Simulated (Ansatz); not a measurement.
## TaSi2 under strain: 181Ta nuclear quadrupole resonance

Cell: an entry of the Crystallography Open Database (COD), relaxed with PBE at fixed cell and then changed (z compressed by 1 %, ions relaxed).

```
CELL_PARAMETERS angstrom
4.78390 0.00000 0.00000
-2.39195 4.14298 0.00000
0.00000 0.00000 6.50430
ATOMIC_POSITIONS crystal
Ta 0.50000 0.00000 0.00000
Ta 0.50000 0.50000 0.66667
Ta 0.00000 0.50000 0.33333
Si 0.15871 0.31743 0.00000
Si 0.84129 0.15871 0.66667
Si 0.68257 0.84129 0.33333
Si 0.84129 0.68257 0.00000
Si 0.15871 0.84129 0.66667
Si 0.31743 0.15871 0.33333
```

Atom numbers follow the list; atoms alike are taken as one site, whose name carries the number of the first.

The numbers come from a DFT calculation in Ansatz (PBE, plane waves and PAW, scalar-relativistic, 420 eV cutoff, Γ-centred 11×11×7 k-points, Fermi–Dirac smearing 0.05 eV).

181Ta: I = 7/2, Q = 3170 mb (year-2017 value). Static lattice, zero field.

Q: The simulated lines lie at 50.5, 82.5, 126.6 MHz. What are |C_Q|, η and |V_zz| at Ta?

A: For I = 7/2 and η = 0 the lines are |C_Q|/14 times 1, 2 and 3; η shifts the lowest up most. Here |C_Q| = 594 MHz, η = 0.24 and |V_zz| = 7.75 × 10²¹ V/m². The calculation gives V_zz positive; the lines don't show the sign. The site has 10 Si at 2.59–2.83 Å, 4 Ta at 3.23 Å.

With no gap above 0.1 eV, as in a metal, the gradients converge slowly in k; expect changes of a tenth or more on a denser mesh. Without spin–orbit coupling the gradients at and beside Ta can be off by some per cent, at some sites by more. With these PAW files V_zz is typically within 2 to 3 % of all-electron values, but misses above 10 % occur on Ta.
